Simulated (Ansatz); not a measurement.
**ZnS (F-43m): the equilibrium volume**

At what volume is ZnS (F-43m) free of pressure?

Method: DFT PBE, scalar-relativistic, plane waves, PAW, in Ansatz 0.2.0.

3 further runs of the same task are left out: 3 set aside as unsound or not needed.

## (1) The starting structure

The structure is cubic, space group F-43m (No. 216). Conventional cell: a = 5.387 Å, b = 5.387 Å, c = 5.387 Å, α = 90.00°, β = 90.00°, γ = 90.00°. Zn (site symmetry -43m) is surrounded by 4 S at 2.33 Å. S (site symmetry -43m) has 4 Zn at 2.33 Å as nearest neighbours.

As a file:

```
Zn S
1.0
     0.00000    2.69368    2.69368
     2.69368    0.00000    2.69368
     2.69368    2.69368    0.00000
Zn S
1 1
Direct
  0.00000 0.00000 0.00000
  0.25000 0.25000 0.25000
```

## (2) The first run (PBE, 6×6×6 mesh)

File input.yaml:

```yaml
crystal:
  lattice:
    - [0.0, 2.6936828773, 2.6936828773]
    - [2.6936828773, 0.0, 2.6936828773]
    - [2.6936828773, 2.6936828773, 0.0]
  atoms:
    - { symbol: Zn, position: [0.0, 0.0, 0.0] }
    - { symbol: S, position: [0.25, 0.25, 0.25] }
basis:
  ecutwfc: 420
kpoints:
  mp_grid: { grid: [6, 6, 6] }
hamiltonian:
  xc: pbe
scf:
  occupations: { method: gaussian, width: 0.1 }
output:
  forces: true
  stress: true
  eigenvalues: true
```

Command:

```console
$ ansatz run input.yaml --threads 8 --pin off --max-ram 16384MiB --backend cpu --events-out ev --progress --plain --runs-dir out
```

Standard output, shortened:

```text
Warning: RAYON_NUM_THREADS=8 ignored (pool sized by the plan → 8); use --threads N
[...]
Pseudopotentials: kind: paw
Pseudopotential: Zn, paw, valence charge 12, recommended cutoff 420 eV (normal), Zn.paw.azcp
Pseudopotential: S, paw, valence charge 6, recommended cutoff 420 eV (normal), S.paw.azcp
Functional definition: PBE
[...]
Crystal: 2 atoms, lattice volume = 39.090 Å³
Basis set: ecut = 420 eV, 749 PW (Γ), exchange–correlation on 54×54×54 points (8 copies of the dense FFT grid, shifted against one another)
Bands: 13, of which v1, the nominal top of the filled ones, is band 9 counted from 1 (8 counted from 0)
Symmetry: 24 space group operations
Space group: F-43m (ITA 216), of the structure as read, at distance tolerance 3.4e-5 Å
k-points: 16 of 216 (time reversal used)
[...]
SCF iter   1: F=—  HF=-4222.722326 eV  |F-HF|=—  |Δ(HF+E_count)|=         —  Δρ=5.07e-4  dr2=1.12e-4  ethr=1.77e-3  ⟨swp⟩=5.1  Hψ=1205  notcnv=0
[...]
SCF iter   6: F=-4222.722582 eV  HF=-4222.722582 eV  |F-HF|=1.50e-8  |Δ(HF+E_count)|=   6.64e-7  Δρ=4.51e-6  dr2=4.12e-9  ethr=5.56e-10  ⟨swp⟩=2.9  Hψ=824  notcnv=0
[...]
SCF converged after 6 iterations
Free energy (F): -4222.722582 eV
[...]
E sigma→0 (E₀):  -4222.722582 eV
Fermi energy:    6.987056 eV
[...]
--- Forces (eV/Å), atoms counted from 1 ---
  atom   1  Zn     0.00000000    -0.00000000    -0.00000000
  atom   2  S     -0.00000000     0.00000000    -0.00000000
[...]
--- Stress (GPa, compression-positive) ---
        2.339062      -0.000000      -0.000000
        0.000000       2.339062       0.000000
       -0.000000       0.000000       2.339062
  P = ⅓ Tr σ = 2.3391 GPa (23.391 kbar)
--- Band table (eV; the first three rows and the last of 16) ---
  k-point 0: bands = ["-7.2978", "-0.4637", "-0.4637", "-0.4637", "0.0476", "0.0476", "5.9102", "5.9102", "5.9102", "8.0588", "12.2709", "12.2709", "12.2709"]
[...]
```

Run time: 0.88 s. Hardware: 8 threads of Arm Neoverse V1, shared host; peak memory 0.32 GiB.

Read off: volume 19.545 Å³/atom, pressure 2.34 GPa, gap on the mesh 2.15 eV.

## (3) Relaxing cell and atoms

Edit input.yaml of step 2 so:

```diff
@@ -11,3 +11,3 @@
 kpoints:
-  mp_grid: { grid: [6, 6, 6] }
+  mp_grid: { grid: [8, 8, 8] }
 hamiltonian:
@@ -15,3 +15,3 @@
 scf:
-  occupations: { method: gaussian, width: 0.1 }
+  occupations: { method: gaussian, width: 0.02 }
 output:
@@ -20 +20,6 @@
   eigenvalues: true
+relax:
+  adjacent_minimum: "off"
+  f_tol: 0.005
+  max_steps: 80
+  cell: { stress_tol: 0.05 }
```

Command:

```console
$ ansatz run input.yaml --threads 8 --pin off --max-ram 16384MiB --backend cpu --events-out ev --progress --plain --runs-dir out
```

Standard output:

```text
Warning: RAYON_NUM_THREADS=8 ignored (pool sized by the plan → 8); use --threads N
Engine: ansatz 0.2.0, aarch64-unknown-linux-gnu
Pseudopotentials: kind: paw
Pseudopotential: Zn, paw, valence charge 12, recommended cutoff 420 eV (normal), Zn.paw.azcp
Pseudopotential: S, paw, valence charge 6, recommended cutoff 420 eV (normal), S.paw.azcp
Functional definition: PBE
  parameter kappa = 0.804
  parameter beta = 0.06672455060314922
  exchange = pbe_x(kappa = kappa, mu = beta*pi^2/3)
  correlation = pbe_c(beta = beta)
Crystal: 2 atoms, lattice volume = 39.090 Å³
Basis set: ecut = 420 eV, 749 PW (Γ), exchange–correlation on 54×54×54 points (8 copies of the dense FFT grid, shifted against one another)
Bands: 13, of which v1, the nominal top of the filled ones, is band 9 counted from 1 (8 counted from 0)
Symmetry: 24 space group operations
Space group: F-43m (ITA 216), of the structure as read, at distance tolerance 3.4e-5 Å
k-points: 29 of 512 (time reversal used)
Non-local potential: Zn, projectors of the file, l = 0: 2, l = 1: 2, l = 2: 3, l = 3: 1
Non-local potential: S, projectors of the file, l = 0: 2, l = 1: 2, l = 2: 2
PAW form: soft (Blöchl's): semilocal exchange-correlation on the pseudo side does not see the compensation charge
PAW one-centre angular grid: Zn, 590 points (default); XC on 64 Gauss nodes
PAW one-centre angular grid: S, 110 points (default); XC on 64 Gauss nodes
Initial density: superposition of atomic densities (neutral atoms: chi_scale 0, normalization atom), corrected by the library's trained network
Initial wavefunctions: pseudopotential atomic-orbital guess
Functional: x = pbe(κ = 0.804, μ = 0.2195149727645171), c = pbe(β = 0.06672455060314922)
SCF iter   1: F=—  HF=-4222.725135 eV  |F-HF|=—  |Δ(HF+E_count)|=         —  Δρ=5.90e-4  dr2=1.72e-4  ethr=1.77e-3  ⟨swp⟩=5.9  Hψ=2272  notcnv=0
preconditioner: auto → none  [insulator: Δε(μ)=2.142 eV  Ē_g=12.249 eV  σ=0.020 eV  W_gap=1.00  n_scr=14 (ndim 8)  ℏωp=25.2 eV  f_vac=0.025  D(μ)=0.00/eV (n_scr^D=0)  ε∞_Penn≈5.2]
SCF iter   2: F=—  HF=-4222.725395 eV  |F-HF|=—  |Δ(HF+E_count)|=   2.60e-4  Δρ=5.38e-4  dr2=5.20e-5  ethr=9.54e-7  ⟨swp⟩=2.6  Hψ=992  notcnv=0
SCF iter   3: F=—  HF=-4222.725424 eV  |F-HF|=—  |Δ(HF+E_count)|=   2.92e-5  Δρ=1.65e-4  dr2=7.70e-6  ethr=2.89e-7  ⟨swp⟩=2.0  Hψ=609  notcnv=0
SCF iter   4: F=—  HF=-4222.725431 eV  |F-HF|=—  |Δ(HF+E_count)|=   7.42e-6  Δρ=7.00e-5  dr2=1.01e-6  ethr=4.28e-8  ⟨swp⟩=2.0  Hψ=609  notcnv=0
SCF iter   5: F=—  HF=-4222.725434 eV  |F-HF|=—  |Δ(HF+E_count)|=   3.02e-6  Δρ=3.54e-5  dr2=3.21e-7  ethr=5.60e-9  ⟨swp⟩=2.0  Hψ=638  notcnv=0
SCF iter   6: F=-4222.725435 eV  HF=-4222.725435 eV  |F-HF|=8.29e-9  |Δ(HF+E_count)|=   5.57e-7  Δρ=3.59e-6  dr2=2.07e-9  ethr=5.56e-10  ⟨swp⟩=2.6  Hψ=1461  notcnv=0
SCF 1 converged in 6 iterations: F = -4222.725435 eV  dr2 = 2.07e-9
relax step   1: F+E_penalty+E_count = -4222.72543481 eV  Δ(F+E_penalty+E_count) = +0.000e0 eV  max|allowed force component| = 1.943e-16 eV/Å  Δτ_max = 0.0000 Å  P = +2.322 GPa  Ω = 39.090 Å³  (6 SCF iters, dr2 threshold 1.00e-7 eV, accepted)
Crystal: 2 atoms, lattice volume = 39.779 Å³
Initial density: handed on by an earlier stage of this run
Initial wavefunctions: those handed on with the density
iter 1 solved again at ethr=1.40e-6 eV; its pass at ethr=3.10e-3 eV (dr2=2.52e-4 eV) is discarded
SCF iter   1: F=—  HF=-4222.732217 eV  |F-HF|=—  |Δ(HF+E_count)|=         —  Δρ=7.96e-4  dr2=2.34e-4  ethr=1.40e-6  ⟨swp⟩=2.0  Hψ=2834  notcnv=0
preconditioner: auto → none  [insulator: Δε(μ)=2.073 eV  Ē_g=12.164 eV  σ=0.020 eV  W_gap=1.00  n_scr=14 (ndim 8)  ℏωp=25.0 eV  f_vac=0.029  D(μ)=0.00/eV (n_scr^D=0)  ε∞_Penn≈5.2]
SCF iter   2: F=—  HF=-4222.732185 eV  |F-HF|=—  |Δ(HF+E_count)|=   3.23e-5  Δρ=2.74e-4  dr2=3.23e-5  ethr=1.30e-6  ⟨swp⟩=3.0  Hψ=638  notcnv=0
SCF iter   3: F=—  HF=-4222.732197 eV  |F-HF|=—  |Δ(HF+E_count)|=   1.17e-5  Δρ=2.65e-4  dr2=1.49e-5  ethr=1.79e-7  ⟨swp⟩=2.0  Hψ=609  notcnv=0
SCF iter   4: F=—  HF=-4222.732195 eV  |F-HF|=—  |Δ(HF+E_count)|=   2.01e-6  Δρ=3.18e-5  dr2=3.46e-7  ethr=8.26e-8  ⟨swp⟩=2.0  Hψ=597  notcnv=0
SCF iter   5: F=-4222.732195 eV  HF=-4222.732195 eV  |F-HF|=2.37e-8  |Δ(HF+E_count)|=   6.12e-8  Δρ=1.23e-5  dr2=3.54e-8  ethr=1.11e-9  ⟨swp⟩=5.3  Hψ=1845  notcnv=0
SCF 2 converged in 5 iterations: F = -4222.732195 eV  dr2 = 3.54e-8
relax step   2: F+E_penalty+E_count = -4222.73219459 eV  Δ(F+E_penalty+E_count) = -6.760e-3 eV  max|allowed force component| = 2.776e-17 eV/Å  Δτ_max = 0.0000 Å  P = +0.983 GPa  Ω = 39.779 Å³  energy of the carried Pulay correction = -2.942e-4 eV  (5 SCF iters, dr2 threshold 2.00e-7 eV, accepted)
Crystal: 2 atoms, lattice volume = 40.300 Å³
iter 1 solved again at ethr=1.00e-6 eV; its pass at ethr=3.10e-3 eV (dr2=1.80e-4 eV) is discarded
SCF iter   1: F=—  HF=-4222.733640 eV  |F-HF|=—  |Δ(HF+E_count)|=         —  Δρ=5.64e-4  dr2=1.21e-4  ethr=1.00e-6  ⟨swp⟩=2.0  Hψ=2720  notcnv=0
preconditioner: auto → none  [insulator: Δε(μ)=2.017 eV  Ē_g=12.101 eV  σ=0.020 eV  W_gap=1.00  n_scr=14 (ndim 8)  ℏωp=24.8 eV  f_vac=0.030  D(μ)=0.00/eV (n_scr^D=0)  ε∞_Penn≈5.2]
SCF iter   2: F=—  HF=-4222.733637 eV  |F-HF|=—  |Δ(HF+E_count)|=   3.57e-6  Δρ=2.04e-4  dr2=1.70e-5  ethr=6.73e-7  ⟨swp⟩=2.9  Hψ=626  notcnv=0
SCF iter   3: F=—  HF=-4222.733639 eV  |F-HF|=—  |Δ(HF+E_count)|=   2.75e-6  Δρ=1.89e-4  dr2=8.18e-6  ethr=9.44e-8  ⟨swp⟩=2.0  Hψ=609  notcnv=0
SCF iter   4: F=—  HF=-4222.733638 eV  |F-HF|=—  |Δ(HF+E_count)|=   1.39e-6  Δρ=2.40e-5  dr2=1.76e-7  ethr=1.11e-9  ⟨swp⟩=4.1  Hψ=1792  notcnv=0
SCF iter   5: F=-4222.733638 eV  HF=-4222.733638 eV  |F-HF|=1.53e-8  |Δ(HF+E_count)|=   3.96e-8  Δρ=8.97e-6  dr2=1.95e-8  ethr=9.80e-10  ⟨swp⟩=5.5  Hψ=1839  notcnv=0
SCF 3 converged in 5 iterations: F = -4222.733638 eV  dr2 = 1.95e-8
relax step   3: F+E_penalty+E_count = -4222.73363797 eV  Δ(F+E_penalty+E_count) = -1.443e-3 eV  max|allowed force component| = 8.327e-17 eV/Å  Δτ_max = 0.0000 Å  P = +0.050 GPa  Ω = 40.300 Å³  energy of the carried Pulay correction = -5.136e-4 eV  (5 SCF iters, dr2 threshold 2.00e-7 eV, accepted)
Initial wavefunctions: pseudopotential atomic-orbital guess (no wavefunctions were taken with the density)
iter 1 solved again at ethr=1.99e-7 eV; its pass at ethr=3.10e-3 eV (dr2=3.59e-5 eV) is discarded
SCF iter   1: F=—  HF=-4222.733829 eV  |F-HF|=—  |Δ(HF+E_count)|=         —  Δρ=1.75e-4  dr2=5.83e-7  ethr=1.99e-7  ⟨swp⟩=3.0  Hψ=3253  notcnv=0
preconditioner: auto → none  [insulator: Δε(μ)=2.018 eV  Ē_g=12.100 eV  σ=0.020 eV  W_gap=1.00  n_scr=14 (ndim 8)  ℏωp=24.8 eV  f_vac=0.029  D(μ)=0.00/eV (n_scr^D=0)  ε∞_Penn≈5.2]
SCF iter   2: F=—  HF=-4222.734095 eV  |F-HF|=—  |Δ(HF+E_count)|=   2.67e-4  Δρ=1.07e-4  dr2=9.28e-7  ethr=3.24e-9  ⟨swp⟩=2.0  Hψ=631  notcnv=0
SCF iter   3: F=—  HF=-4222.734169 eV  |F-HF|=—  |Δ(HF+E_count)|=   7.40e-5  Δρ=3.75e-5  dr2=1.89e-7  ethr=3.24e-9  ⟨swp⟩=2.0  Hψ=610  notcnv=0
SCF iter   4: F=—  HF=-4222.734179 eV  |F-HF|=—  |Δ(HF+E_count)|=   1.00e-5  Δρ=6.22e-6  dr2=2.26e-9  ethr=1.05e-9  ⟨swp⟩=2.0  Hψ=609  notcnv=0
SCF iter   5: F=—  HF=-4222.734180 eV  |F-HF|=—  |Δ(HF+E_count)|=   3.29e-7  Δρ=9.00e-7  dr2=7.77e-11  ethr=1.26e-11  ⟨swp⟩=2.5  Hψ=635  notcnv=0
SCF iter   6: F=-4222.734180 eV  HF=-4222.734180 eV  |F-HF|=2.27e-11  |Δ(HF+E_count)|=   6.63e-9  Δρ=1.11e-7  dr2=4.37e-12  ethr=1.00e-12  ⟨swp⟩=5.8  Hψ=1600  notcnv=0
SCF 4 converged in 6 iterations: F = -4222.734180 eV  dr2 = 4.37e-12
relax step   4: F+E_penalty+E_count = -4222.73417981 eV  Δ(F+E_penalty+E_count) = -5.418e-4 eV  max|allowed force component| = 1.249e-16 eV/Å  Δτ_max = 0.0000 Å  P = +0.048 GPa  Ω = 40.300 Å³  stress off target by 4.79e-2 GPa  SCF on the basis re-selected at this cell (its energy is not comparable with the rows above)  (6 SCF iters)
basis re-selected at this cell: Δ(F+E_penalty+E_count) = -5.418e-4 eV, ΔP = -0.002 GPa vs the last step (what re-selecting the basis moved, of the pressure what is left beyond the Pulay correction that the steps carried, after the strain that the cell walked since its last selection, with what the two solves' SCF thresholds leave and, on support functions, any second-order correction that the steps lacked; it is no measure of the basis error at this ecutwfc). This SCF's stress stands 4.79e-2 GPa from its target on what of the cell is left free (relax.cell.stress_tol is 5.00e-2 GPa) and its largest allowed force component is 1.25e-16 eV/Å (relax.f_tol is 5.00e-3 eV/Å): within both
SCF converged after 6 iterations
Free energy (F): -4222.734180 eV
Harris-Foulkes:  -4222.734180 eV  (|F-HF|=2.27e-11)
Internal energy: -4222.734180 eV  (E = F + TS)
E sigma→0 (E₀):  -4222.734180 eV
Fermi energy:    6.523220 eV
--- Per-component energies (eV) ---
  E_band       = 1.458432
  E_kinetic    = 237.814774
  E_local      = -2054.743328  (includes V_loc(G=0)·N_el)
  E_nonlocal   = 642.904435
  E_hartree    = 858.704048
  E_xc         = -234.120092
  E_vxc        = -139.176712  (∫ρ·V_xc dr)
  E_paw        = -2428.748117  (= ΣΔE_a)
  E_vpaw       = -402.748528  (= ΣTr[D̂ρ^β])
  E_aug_tail   = -0.000348  (compensation charges beyond the density's cutoff)
  E_ewald      = -1244.545552
  E_smearing   = -0.000000  (= −TS)
  E_closure    = 0.000000  (closes the sum)
  Σ components = -4222.734180   (vs F -4222.734180, Δ=0.00e0)
--- Forces (eV/Å), atoms counted from 1 ---
  atom   1  Zn     0.00000000    -0.00000000    -0.00000000
  atom   2  S      0.00000000     0.00000000     0.00000000
  max |Σ_I F_I| component: 7.40e-17 eV/Å
--- Stress (GPa, compression-positive) ---
        0.047857      -0.000000      -0.000000
        0.000000       0.047857       0.000000
       -0.000000       0.000000       0.047857
  P = ⅓ Tr σ = 0.0479 GPa (0.479 kbar)
--- Band table (eV; the first three rows and the last of 29) ---
  k-point 0: bands = ["-7.4828", "-0.7399", "-0.7399", "-0.7399", "-0.2647", "-0.2647", "5.5142", "5.5142", "5.5142", "7.5320", "11.8984", "11.8984", "11.8984"]
  k-point 1: bands = ["-7.3702", "-0.7370", "-0.7199", "-0.7199", "-0.2663", "-0.2663", "4.4135", "5.3723", "5.3723", "8.3550", "11.7929", "12.1436", "12.1436"]
  k-point 2: bands = ["-7.0769", "-0.6860", "-0.6758", "-0.6758", "-0.2632", "-0.2632", "2.7319", "5.0625", "5.0625", "8.9210", "12.3825", "12.5056", "12.5056"]
  k-point 28: bands = ["-6.2886", "-0.6068", "-0.4717", "-0.3162", "-0.3004", "0.1143", "1.0268", "2.8676", "2.8826", "11.2095", "11.4426", "13.3205", "13.7174"]
--- Relaxed structure (3 steps of the walk, 3 accepted, 1 SCFs on fresh bases) ---
  F+E_penalty+E_count = -4222.73417981 eV   max|allowed force component| = 1.249e-16 eV/Å   (the final SCF, on the basis selected at the relaxed cell)
  cell:  # Å, volume = 40.2996 Å³
    - [1.7833802115134564e-33, 2.7211787029179293, 2.7211787029179293]
    - [2.7211787029179293, 1.019074406579118e-33, 2.7211787029179293]
    - [2.7211787029179293, 2.7211787029179293, 2.7005471774346627e-33]
  atoms:
    - { symbol: Zn, position: [-6.040093217034365e-34, 9.495830889912224e-34, 5.280426745841386e-34] }
    - { symbol: S, position: [0.25, 0.25, 0.25] }
```

It took 1.6 s on 8 threads of Arm Neoverse V1, shared host; peak memory 0.38 GiB.

Relaxation path:

| step | energy from step 1 (meV/atom) | largest force component (eV/Å) | pressure (GPa) | volume (Å³/atom) |
| --- | --- | --- | --- | --- |
| 1 | 0.0 | 0.000 | 2.32 | 19.545 |
| 2 | -3.4 | 0.000 | 0.98 | 19.889 |
| 3 | -4.1 | 0.000 | 0.05 | 20.150 |
| 4 | -4.4 | 0.000 | 0.05 | 20.150 |

Step 1 is the start. Step 4 repeats the geometry before it on a plane-wave basis chosen anew for the final cell, which shifts the energy by -0.3 meV/atom. The run keeps the 24 symmetry operations that it found, so it can't reach a distortion that breaks them.

Read off: volume 20.150 Å³/atom, pressure 0.05 GPa, gap on the mesh 2.02 eV.

## (4) The cell, before and after

How the cell compares, before and after:

| cell as typed | before | after | change |
| --- | --- | --- | --- |
| a (Å) | 3.809 | 3.848 | +1.0 % |
| b (Å) | 3.809 | 3.848 | +1.0 % |
| c (Å) | 3.809 | 3.848 | +1.0 % |
| volume (Å³/atom) | 19.545 | 20.150 | +3.1 % |
| shortest distance (Å) | 2.333 | 2.357 | +1.0 % |
| space group | F-43m | F-43m | same |

## (5) Summary of results

```
         quantity                                                                      value
           volume                                                             20.150 Å³/atom
         pressure                                                                   0.05 GPa
conventional cell  a = 5.442 Å, b = 5.442 Å, c = 5.442 Å, α = 90.00°, β = 90.00°, γ = 90.00°
  gap on the mesh                                                                    2.02 eV
```

What this shows: Over the 2 runs shown the cell moved from 19.55 to 20.15 Å³/atom, a change of +3.1 %, where the pressure is zero within 0.05 GPa.

These are semilocal Kohn-Sham gaps, which aren't the measured quantity. Such gaps usually fall short of the measured ones.
